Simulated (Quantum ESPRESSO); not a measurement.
# KCl (Sylvite) (Fm-3m) in Quantum ESPRESSO: a series of runs, part 3 of 3

Quantum ESPRESSO 7.5. The steps go on from the part before.

### 5 Phonons, LDA

File pw.in:

```
&CONTROL
  calculation = 'scf'
  prefix = 'pwscf'
  outdir = './tmp'
  pseudo_dir = './pseudo'
  tprnfor = .true.
  tstress = .true.
  disk_io = 'low'
/
&SYSTEM
  ibrav = 0
  nat = 2
  ntyp = 2
  ecutwfc = 72
  nbnd = 14
  occupations = 'smearing'
  smearing = 'fd'
  degauss = 0.00367493
/
&ELECTRONS
  conv_thr = 4d-10
  electron_maxstep = 120
  mixing_beta = 0.5
/
ATOMIC_SPECIES
K     39.0983 K.upf
Cl    35.4500 Cl.upf
CELL_PARAMETERS angstrom
   0.0000000000    3.1464700000    3.1464700000
   3.1464700000    0.0000000000    3.1464700000
   3.1464700000    3.1464700000    0.0000000000
ATOMIC_POSITIONS crystal
K      0.0000000000    0.0000000000    0.0000000000
Cl     0.5000000000    0.5000000000    0.5000000000
K_POINTS automatic
4 4 4 1 1 1
```

File relax.in:

```
&CONTROL
  calculation = 'vc-relax'
  prefix = 'pwscf'
  outdir = './tmp'
  pseudo_dir = './pseudo'
  tprnfor = .true.
  tstress = .true.
  disk_io = 'low'
  nstep = 40
  forc_conv_thr = 0.0001
  etot_conv_thr = 1d-06
/
&SYSTEM
  ibrav = 0
  nat = 2
  ntyp = 2
  ecutwfc = 72
  nbnd = 14
  occupations = 'smearing'
  smearing = 'fd'
  degauss = 0.00367493
/
&ELECTRONS
  conv_thr = 4d-10
  electron_maxstep = 120
  mixing_beta = 0.5
/
&IONS
  ion_dynamics = 'bfgs'
/
&CELL
  cell_dynamics = 'bfgs'
  press = 0
  press_conv_thr = 0.2
/
ATOMIC_SPECIES
K     39.0983 K.upf
Cl    35.4500 Cl.upf
CELL_PARAMETERS angstrom
   0.0000000000    3.1464700000    3.1464700000
   3.1464700000    0.0000000000    3.1464700000
   3.1464700000    3.1464700000    0.0000000000
ATOMIC_POSITIONS crystal
K      0.0000000000    0.0000000000    0.0000000000
Cl     0.5000000000    0.5000000000    0.5000000000
K_POINTS automatic
4 4 4 1 1 1
```

File scf2.in:

```
&CONTROL
  calculation = 'scf'
  prefix = 'pwscf'
  outdir = './tmp'
  pseudo_dir = './pseudo'
  tprnfor = .true.
  tstress = .true.
  disk_io = 'low'
/
&SYSTEM
  ibrav = 0
  nat = 2
  ntyp = 2
  ecutwfc = 72
  nbnd = 14
  occupations = 'fixed'
/
&ELECTRONS
  conv_thr = 1d-13
  electron_maxstep = 120
  mixing_beta = 0.5
  startingpot = 'file'
  startingwfc = 'file'
/
ATOMIC_SPECIES
K     39.0983 K.upf
Cl    35.4500 Cl.upf
CELL_PARAMETERS angstrom
   0.0000000000    3.0374633078    3.0374633078
   3.0374633078    0.0000000000    3.0374633078
   3.0374633078    3.0374633078    0.0000000000
ATOMIC_POSITIONS crystal
K      0.0000000000    0.0000000000    0.0000000000
Cl     0.5000000000    0.5000000000    0.5000000000
K_POINTS automatic
4 4 4 1 1 1
```

File ph.in:

```
phonons of KCl
&INPUTPH
  prefix = 'pwscf'
  outdir = './tmp'
  tr2_ph = 1d-18
  fildyn = 'dyn'
  niter_ph = 90
  alpha_mix(1) = 0.7
  epsil = .true.
/
0.0000000000 0.0000000000 0.0000000000
```

File dynmat.in:

```
&INPUT
  fildyn = 'dyn'
  asr = 'crystal'
  lperm = .true.
  filout = 'dynmat.disp'
  fileig = 'dynmat.eig'
/
```

File dynmat_lo.in:

```
&INPUT
  fildyn = 'dyn'
  asr = 'crystal'
  filout = 'dynmat_lo.disp'
  fileig = 'dynmat_lo.eig'
  q(1) = 0
  q(2) = 0
  q(3) = 1
/
```

Potentials or basis: PseudoDojo 0.4.1 SR LDA standard.

The run is started by

```
$ OMP_NUM_THREADS=1 mpirun -n 4 pw.x -nk 2 -in pw.in > pw.out
$ OMP_NUM_THREADS=1 mpirun -n 4 pw.x -nk 2 -in relax.in > relax.out
$ OMP_NUM_THREADS=1 mpirun -n 4 pw.x -nk 2 -in scf2.in > scf2.out
$ OMP_NUM_THREADS=1 mpirun -n 4 ph.x -nk 2 -in ph.in > ph.out
$ OMP_NUM_THREADS=1 mpirun -n 1 dynmat.x -in dynmat.in > dynmat.out
$ OMP_NUM_THREADS=1 mpirun -n 1 dynmat.x -in dynmat_lo.in > dynmat_lo.out
```

pw.out:

```text
This program is part of the open-source Quantum ESPRESSO suite
     for quantum simulation of materials; please cite
[... 6 lines left out ...]
     using ibrav=0 with symmetry is DISCOURAGED, use correct ibrav instead

     K-points division:     npool     =       2
     Subspace diagonalization in iterative solution of the eigenvalue problem:
     a serial algorithm will be used

     --------------------
     sticks:   dense  smooth     PW     G-vecs:    dense   smooth      PW
     Min         696     696    210                17309    17309    2760
     Max         697     697    211                17312    17312    2761
     Sum        1393    1393    421                34621    34621    5521

     Using Slab Decomposition

     bravais-lattice index     =            0
     lattice parameter (alat)  =       8.4089  a.u.
     unit-cell volume          =     420.4336 (a.u.)^3
     number of atoms/cell      =            2
     number of atomic types    =            2
[... 168 lines left out ...]
     7.8826   8.2338  10.3461  10.6192  11.0055  11.4635

          k =-0.6187 0.0884 0.0884 (  4325 PWs)   bands (ev):

   -26.2264 -11.3570 -10.0202  -9.9504  -9.9165  -0.0598   0.3093   0.3875
     7.0642   8.6308  10.1389  10.7616  11.0131  11.8740

          k = 0.2652 0.2652 0.2652 (  4326 PWs)   bands (ev):
[... 6 lines left out ...]
   -26.2273 -11.4949  -9.9825  -9.9213  -9.7563  -0.2138   0.1768   0.2975
     8.0636   8.7762  10.1197  10.6152  10.8854  12.0439

     the Fermi energy is     2.7231 ev

!    total energy              =     -92.93009965 Ry
     estimated scf accuracy    <          2.0E-10 Ry
     smearing contrib. (-TS)   =       0.00000000 Ry
     internal energy E=F+TS    =     -92.93009965 Ry

     The total energy is F=E-TS. E is the sum of the following terms:
     one-electron contribution =     -29.58300562 Ry
     hartree contribution      =      19.72537776 Ry
     xc contribution           =     -21.40559175 Ry
     ewald contribution        =     -61.66688004 Ry

     convergence has been achieved in   7 iterations

     Forces acting on atoms (cartesian axes, Ry/au):

     atom    1 type  1   force =     0.00000000    0.00000000   -0.00000000
     atom    2 type  2   force =    -0.00000000   -0.00000000    0.00000000

     Total force =     0.000000     Total SCF correction =     0.000000

     Computing stress (Cartesian axis) and pressure

          total   stress  (Ry/bohr**3)                   (kbar)     P=      -19.75
  -0.00013426  -0.00000000  -0.00000000          -19.75       -0.00       -0.00
  -0.00000000  -0.00013426  -0.00000000           -0.00      -19.75       -0.00
  -0.00000000  -0.00000000  -0.00013426           -0.00       -0.00      -19.75

=------------------------------------------------------------------------------=
   JOB DONE.
=------------------------------------------------------------------------------=
```

It took 1.9 min on 4 MPI ranks of Intel Xeon Platinum 8375C at 2.90GHz (Ice Lake), shared host; peak memory 0.28 GiB.

Results:

```
Free energy                                             : -1264.4212 eV
Relaxed volume                                          : 28.02 Å³/atom
Relaxed cell                                            : a = 4.296 Å, b = 4.296 Å, c = 4.296 Å, α = 60.00°, β = 60.00°, γ = 60.00°
Space group after relaxing (to 0.05 Å)                  : Fm-3m (No. 225)
Pressure after relaxing                                 : 0.0 GPa
Electronic dielectric tensor (diagonal)                 : 2.51
Born charges (mean of the diagonal)                     : K +1.11; Cl -1.11 e
Highest phonon frequency at Γ, LO-TO splitting left out : 162 cm⁻¹
Static dielectric tensor (diagonal)                     : 4.74
```

The path:
```tsv
step	energy change (eV)	largest force (eV/Å)	pressure (GPa)	volume (Å³)
1	0.0000	0.0000	-1.98	62.30
2	-0.0074	0.0000	-1.83	61.68
3	-0.0174	0.0000	-1.60	60.75
4	-0.0295	0.0000	-1.21	59.37
5	-0.0407	0.0000	-0.52	57.34
6	-0.0428	0.0000	0.07	55.89
7	-0.0428	0.0000	0.00	56.06
8	-0.0428	0.0000	0.00	56.05
```

Final structure:
```xyz
2
Lattice="0.0000 3.0375 3.0375 3.0375 0.0000 3.0375 3.0375 3.0375 0.0000" Properties=species:S:1:pos:R:3 pbc="T T T"
K     0.0000    0.0000    0.0000
Cl    3.0375    3.0375    3.0375
```

Levels at points of the mesh, in eV from the valence-band top:
```tsv
k point	band 5	band 6	band 7	band 8	band 9	band 10	band 11	band 12
(0.12, 0.12, 0.12)	-10.19	-0.18	0.00	0.00	5.62	8.05	8.39	8.39
```

Phonon frequencies in cm⁻¹ (negative: imaginary):
| q point | frequencies |
| --- | --- |
| (0.000, 0.000, 0.000) | -1 -1 -1 162 162 162 |

Electronic dielectric tensor:
```
2.51 0.00 0.00
0.00 2.51 0.00
0.00 0.00 2.51
```

Born effective charge tensors (e):
atom 1, K
```
1.11 0.00 0.00
0.00 1.11 0.00
0.00 0.00 1.11
```
atom 2, Cl
```
-1.11  0.00  0.00
 0.00 -1.11  0.00
 0.00  0.00 -1.11
```

Optical modes at Γ, degenerate ones joined, polar ones without the macroscopic field:
```
cm⁻¹  components  symmetry  active in  IR intensity, summed ((D/Å)²/amu)
 162           3       T1u         IR                               4.58
```

Zone-centre frequencies without and with the macroscopic field along z (cm⁻¹):
```
                optical modes in rising order
       without                    162 162 162
with the field                    162 162 222
```

Static dielectric tensor, electrons and zone-centre modes:
```
4.74 0.00 0.00
0.00 4.74 0.00
0.00 0.00 4.74
```

### 6 Phonons, LDA

pw.in is that of step 5.

relax.in is that of step 5.

scf2.in is that of step 5.

Edit ph.in of step 5 so:

```diff
@@ -8,4 +8,3 @@
   alpha_mix(1) = 0.7
-  epsil = .true.
 /
-0.0000000000 0.0000000000 0.0000000000
+0.5303300859 0.5303300859 -0.0000000000
```

Potentials or basis: PseudoDojo 0.4.1 SR LDA standard.

The run is started by

```
$ OMP_NUM_THREADS=1 mpirun -n 4 pw.x -nk 2 -in pw.in > pw.out
$ OMP_NUM_THREADS=1 mpirun -n 4 pw.x -nk 2 -in relax.in > relax.out
$ OMP_NUM_THREADS=1 mpirun -n 4 pw.x -nk 2 -in scf2.in > scf2.out
$ OMP_NUM_THREADS=1 mpirun -n 4 ph.x -nk 2 -in ph.in > ph.out
```

pw.out:

```text
This program is part of the open-source Quantum ESPRESSO suite
     for quantum simulation of materials; please cite
[... 6 lines left out ...]
     using ibrav=0 with symmetry is DISCOURAGED, use correct ibrav instead

     K-points division:     npool     =       2
     Subspace diagonalization in iterative solution of the eigenvalue problem:
     a serial algorithm will be used

     --------------------
     sticks:   dense  smooth     PW     G-vecs:    dense   smooth      PW
     Min         696     696    210                17309    17309    2760
     Max         697     697    211                17312    17312    2761
     Sum        1393    1393    421                34621    34621    5521

     Using Slab Decomposition

     bravais-lattice index     =            0
     lattice parameter (alat)  =       8.4089  a.u.
     unit-cell volume          =     420.4336 (a.u.)^3
     number of atoms/cell      =            2
     number of atomic types    =            2
     number of electrons       =        16.00
     number of Kohn-Sham states=           14
     kinetic-energy cutoff     =      72.0000  Ry
     charge density cutoff     =     288.0000  Ry
     scf convergence threshold =      4.0E-10
     mixing beta               =       0.5000
     number of iterations used =            8  plain     mixing
     Exchange-correlation= SLA  PW   NOGX NOGC
                           (   1   4   0   0   0   0   0)

     celldm(1)=   8.408867  celldm(2)=   0.000000  celldm(3)=   0.000000
     celldm(4)=   0.000000  celldm(5)=   0.000000  celldm(6)=   0.000000

     crystal axes: (cart. coord. in units of alat)
               a(1) = (   0.000000   0.707107   0.707107 )
               a(2) = (   0.707107   0.000000   0.707107 )
               a(3) = (   0.707107   0.707107   0.000000 )

     reciprocal axes: (cart. coord. in units 2 pi/alat)
               b(1) = ( -0.707107  0.707107  0.707107 )
               b(2) = (  0.707107 -0.707107  0.707107 )
               b(3) = (  0.707107  0.707107 -0.707107 )

     PseudoPot. # 1 for K  read from file:
     K.upf
     Pseudo is Norm-conserving + core correction, Zval =  9.0
     Generated using ONCVPSP code by D. R. Hamann
     Using radial grid of 2170 points,  6 beta functions with:
                l(1) =   0
                l(2) =   0
                l(3) =   1
                l(4) =   1
                l(5) =   2
[... 27 lines left out ...]
                       cart. coord. in units 2pi/alat
        k(    1) = (   0.0883883   0.0883883   0.0883883), wk =   0.0625000
        k(    2) = (   0.2651650   0.2651650  -0.0883883), wk =   0.1875000
        k(    3) = (  -0.2651650  -0.2651650   0.4419417), wk =   0.1875000
        k(    4) = (  -0.0883883  -0.0883883   0.2651650), wk =   0.1875000
        k(    5) = (   0.4419417   0.0883883   0.0883883), wk =   0.1875000
        k(    6) = (  -0.0883883  -0.4419417   0.6187184), wk =   0.3750000
        k(    7) = (   0.0883883  -0.2651650   0.4419417), wk =   0.3750000
        k(    8) = (  -0.6187184   0.0883883   0.0883883), wk =   0.1875000
        k(    9) = (   0.2651650   0.2651650   0.2651650), wk =   0.0625000
        k(   10) = (  -0.2651650  -0.2651650   0.7954951), wk =   0.1875000

     Dense  grid:    34621 G-vectors     FFT dimensions: (  45,  45,  45)

     Initial potential from superposition of free atoms

     starting charge      15.9839, renormalised to      16.0000
     Starting wfcs are    9 randomized atomic wfcs +    5 random wfcs

     Self-consistent Calculation

     iteration #  1     ecut=    72.00 Ry     beta= 0.50
     Davidson diagonalization with overlap
     ethr =  1.00E-02,  avg # of iterations =  7.0

     Threshold (ethr) on eigenvalues was too large:
     Diagonalizing with lowered threshold

     Davidson diagonalization with overlap
     ethr =  3.99E-04,  avg # of iterations =  4.0

     total energy              =     -92.91585825 Ry
     estimated scf accuracy    <       0.06160293 Ry
[... 36 lines left out ...]
     iteration #  7     ecut=    72.00 Ry     beta= 0.50
     Davidson diagonalization with overlap
     ethr =  5.79E-10,  avg # of iterations =  2.0

     End of self-consistent calculation

          k = 0.0884 0.0884 0.0884 (  4357 PWs)   bands (ev):

   -26.2394 -11.4418  -9.8984  -9.8984  -9.8578   0.4300   0.5846   0.5846
     5.7719   8.5809   8.9125   8.9125   9.8419   9.8419

          k = 0.2652 0.2652-0.0884 (  4335 PWs)   bands (ev):

   -26.2327 -11.5269  -9.9290  -9.8996  -9.7375  -0.1522   0.3738   0.4141
     7.1806   8.3433   9.6433  10.2253  10.4304  11.0778

          k =-0.2652-0.2652 0.4419 (  4344 PWs)   bands (ev):
[... 16 lines left out ...]
   -26.2263 -11.4239 -10.0016  -9.9669  -9.8140  -0.0434   0.1557   0.2813
     7.8012   8.8157   9.7693  10.4932  11.5308  11.7695

          k = 0.0884-0.2652 0.4419 (  4340 PWs)   bands (ev):

   -26.2289 -11.5053  -9.9546  -9.9228  -9.7541  -0.2284   0.2755   0.3265
     7.8826   8.2338  10.3461  10.6192  11.0055  11.4635

          k =-0.6187 0.0884 0.0884 (  4325 PWs)   bands (ev):

   -26.2264 -11.3570 -10.0202  -9.9504  -9.9165  -0.0598   0.3093   0.3875
     7.0642   8.6308  10.1389  10.7616  11.0131  11.8740

          k = 0.2652 0.2652 0.2652 (  4326 PWs)   bands (ev):
[... 6 lines left out ...]
   -26.2273 -11.4949  -9.9825  -9.9213  -9.7563  -0.2138   0.1768   0.2975
     8.0636   8.7762  10.1197  10.6152  10.8854  12.0439

     the Fermi energy is     2.7231 ev

!    total energy              =     -92.93009965 Ry
     estimated scf accuracy    <          2.0E-10 Ry
     smearing contrib. (-TS)   =       0.00000000 Ry
     internal energy E=F+TS    =     -92.93009965 Ry

     The total energy is F=E-TS. E is the sum of the following terms:
     one-electron contribution =     -29.58300562 Ry
     hartree contribution      =      19.72537776 Ry
     xc contribution           =     -21.40559175 Ry
     ewald contribution        =     -61.66688004 Ry

     convergence has been achieved in   7 iterations

     Forces acting on atoms (cartesian axes, Ry/au):

     atom    1 type  1   force =     0.00000000    0.00000000   -0.00000000
     atom    2 type  2   force =     0.00000000    0.00000000   -0.00000000

     Total force =     0.000000     Total SCF correction =     0.000000

     Computing stress (Cartesian axis) and pressure

          total   stress  (Ry/bohr**3)                   (kbar)     P=      -19.75
  -0.00013426   0.00000000   0.00000000          -19.75        0.00        0.00
   0.00000000  -0.00013426  -0.00000000            0.00      -19.75       -0.00
   0.00000000   0.00000000  -0.00013426            0.00        0.00      -19.75

=------------------------------------------------------------------------------=
   JOB DONE.
=------------------------------------------------------------------------------=
```

scf2.out:

```text
This program is part of the open-source Quantum ESPRESSO suite
     for quantum simulation of materials; please cite
[... 6 lines left out ...]
     using ibrav=0 with symmetry is DISCOURAGED, use correct ibrav instead

     K-points division:     npool     =       2
[... 181 lines left out ...]
  -0.00000032  -0.00000000  -0.00000000           -0.05       -0.00       -0.00
  -0.00000000  -0.00000032  -0.00000000           -0.00       -0.05       -0.00
  -0.00000000  -0.00000000  -0.00000032           -0.00       -0.00       -0.05

=------------------------------------------------------------------------------=
   JOB DONE.
=------------------------------------------------------------------------------=
```

Run time: 7.5 min. Hardware: 4 MPI ranks of Intel Xeon Platinum 8375C at 2.90GHz (Ice Lake), shared host; peak memory 0.36 GiB.

What came out:

```yaml
Free_energy: -1264.4212 eV
Relaxed_volume: 28.02 Å³/atom
Relaxed_cell: a = 4.296 Å, b = 4.296 Å, c = 4.296 Å, α = 60.00°, β = 60.00°, γ = 60.00°
Space_group_after_relaxing_to_0.05_Å: Fm-3m (No. 225)
Pressure_after_relaxing: 0.0 GPa
Highest_phonon_frequency_at_the_q_point_run: 170 cm⁻¹
```

The path:
| step | energy change (eV) | largest force (eV/Å) | pressure (GPa) | volume (Å³) |
| --- | --- | --- | --- | --- |
| 1 | 0.0000 | 0.0000 | -1.98 | 62.30 |
| 2 | -0.0074 | 0.0000 | -1.83 | 61.68 |
| 3 | -0.0174 | 0.0000 | -1.60 | 60.75 |
| 4 | -0.0295 | 0.0000 | -1.21 | 59.37 |
| 5 | -0.0407 | 0.0000 | -0.52 | 57.34 |
| 6 | -0.0428 | 0.0000 | 0.07 | 55.89 |
| 7 | -0.0428 | 0.0000 | 0.00 | 56.06 |
| 8 | -0.0428 | 0.0000 | 0.00 | 56.05 |

Final structure:
```xyz
2
Lattice="0.0000 3.0375 3.0375 3.0375 0.0000 3.0375 3.0375 3.0375 0.0000" Properties=species:S:1:pos:R:3 pbc="T T T"
K     0.0000    0.0000    0.0000
Cl    3.0375    3.0375    3.0375
```

Levels at points of the mesh, in eV from the valence-band top:
```tsv
k point	band 6	band 7	band 8	band 9	band 10	band 11
(0.12, 0.12, 0.12)	-0.18	0.00	0.00	5.62	8.05	8.39
```

Phonon frequencies in cm⁻¹ (negative: imaginary):
```tsv
q point	frequencies
(0.375, 0.375, 0.750)	82 95 105 154 163 170
```

Phonon modes at q = (0.375, 0.375, 0.750) in reciprocal lattice units:
| mode | symmetry | cm⁻¹ |
| --- | --- | --- |
| 1 | B_1 | 82 |
| 2 | B_2 | 95 |
| 3 | A_1 | 105 |
| 4 | B_1 | 154 |
| 5 | A_1 | 163 |
| 6 | B_2 | 170 |

### 7 Overview

| task | level | potentials or basis | cell | k mesh | cutoff (eV) | form of the LDA correlation | pressure (GPa) |
| --- | --- | --- | --- | --- | --- | --- | --- |
| dielectric tensor | WC | GBRV 1.5 PBE | as given | 6 × 6 × 6, shifted | 612 | - | -0.4 |
| dielectric tensor | BLYP | GBRV 1.5 PBE | as given | 6 × 6 × 6, shifted | 612 | - | 1.3 |
| dielectric tensor | AM05 | GBRV 1.5 PBE | as given | 6 × 6 × 6, shifted | 612 | - | 0.3 |
| phonons | LDA | PseudoDojo 0.4.1 SR LDA standard | relaxed | 4 × 4 × 4, shifted | 980 | PW92 | 0.0 |

Alike in all rows: no spin polarisation; smearing fermi-dirac 0.05 eV.

Caveats: the potentials were made for another functional, which shifts forces and pressure (some runs).

Absolute energies hang on the potentials; compare differences alone.

### 8 How close it comes

Step 2. Measured high-frequency dielectric constant of KCl: 2.19 (80 K; a printed reference work, textbook). This calculation gives 2.35 (+7.4 %).

Step 3. Against the measured high-frequency dielectric constant of KCl, 2.19 (80 K; a printed reference work, textbook), the calculated 2.31 is off by +5.7 %.

Step 4. Against the measured high-frequency dielectric constant of KCl, 2.19 (80 K; a printed reference work, textbook), the calculated 2.33 is off by +6.3 %.

Step 5. Measured high-frequency dielectric constant of KCl: 2.19 (80 K; a printed reference work, textbook). This calculation gives 2.51 (+14.6 %).
